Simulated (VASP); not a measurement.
KZnF3, 5 atoms in the cell. The structure is cubic, space group Pm-3m (No. 221). The conventional cell has a = 4.128 Å, b = 4.128 Å, c = 4.128 Å, α = 90.00°, β = 90.00°, γ = 90.00°. K (site symmetry m-3m) has 12 F at 2.92 Å as nearest neighbours. Around Zn (site symmetry m-3m) lie 6 F at 2.06 Å. Around F (site symmetry 4/mmm) lie 2 Zn at 2.06 Å. 

```yaml
Program: VASP 6.6.1
Task: relaxation of cell and atoms
Functional: LDA
Potentials_or_basis: VASP PAW LDA potentials, release 64 (K_sv, Zn, F)
Cutoff: 600 eV
k_mesh: 6 × 6 × 6
Occupations: gaussian, width 0.02 eV
Spin: no spin polarisation
Dipole_correction: no
Further_INCAR_settings: ALGO = Normal; EDIFF = 1e-07; IBRION = 2; EDIFFG = -0.005; NSW = 70; ISIF = 3
```

Potentials or basis: VASP PAW LDA potentials, release 64 (K_sv, Zn, F).

Launch:

```console
$ cat potpaw_LDA.64/K_sv/POTCAR potpaw_LDA.64/Zn/POTCAR potpaw_LDA.64/F/POTCAR > POTCAR
$ mpirun -np 1 vasp_std > vasp.out
```

Hardware: 1 thread of Intel(R) Xeon(R) Platinum 8259CL CPU @ 2.50GHz (Skylake/Cascade Lake), on a shared host.

Problem. How long does it take, and how much memory?

Solution. Run time: 120 s on 1 thread of Intel(R) Xeon(R) Platinum 8259CL CPU @ 2.50GHz (Skylake/Cascade Lake) (shared host), peak memory 0.21 GiB. Counts: scf iterations 36, k points 20, ion steps 3.
